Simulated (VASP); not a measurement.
Runs of VASP 6.6.1 on TiSi2. Symmetry: Fddd, No. 70, orthorhombic system. Conventional cell: a = 4.779 Å, b = 8.235 Å, c = 8.526 Å, α = 90.00°, β = 90.00°, γ = 90.00°. Ti (site symmetry 222) is surrounded by 10 Si at 2.55 to 2.78 Å. Si (site symmetry 2) has 5 Si at 2.52 to 2.79 Å and 5 Ti at 2.55 to 2.78 Å as nearest neighbours. The cell is a database's computed one.

```tsv
task	level	potentials or basis	cell	cutoff (eV)	gap on the mesh (eV)	pressure (GPa)	relaxed volume (Å³/atom)
relaxation of cell and atoms	PBEsol	VASP PAW PBE potentials, release 64 (Ti_sv, Si)	relaxed	600	none	0.0	13.79
band structure	PBEsol	VASP PAW PBE potentials, release 64 (Ti_sv, Si)	as given	520	-	-1.8	-
relaxation of cell and atoms	LDA	VASP PAW LDA potentials, release 64 (Ti_sv, Si)	relaxed	600	none	0.0	(a)
relaxation of cell and atoms	RPBE	VASP PAW PBE potentials, release 64 (Ti_sv, Si)	relaxed	600	none	0.0	14.40
```

Alike in all rows: no spin polarisation; k mesh 7 × 7 × 7; smearing fermi-dirac 0.05 eV.

Question: Estimate the missing entries.

Answer: (a) 13.51.

Caveats: the PAW data sets were made with another functional, which shifts forces and pressure a little (some runs).

A gap of «none» marks a metal or a gap under the smearing width.

Runs at the PBE level aren't shown here.
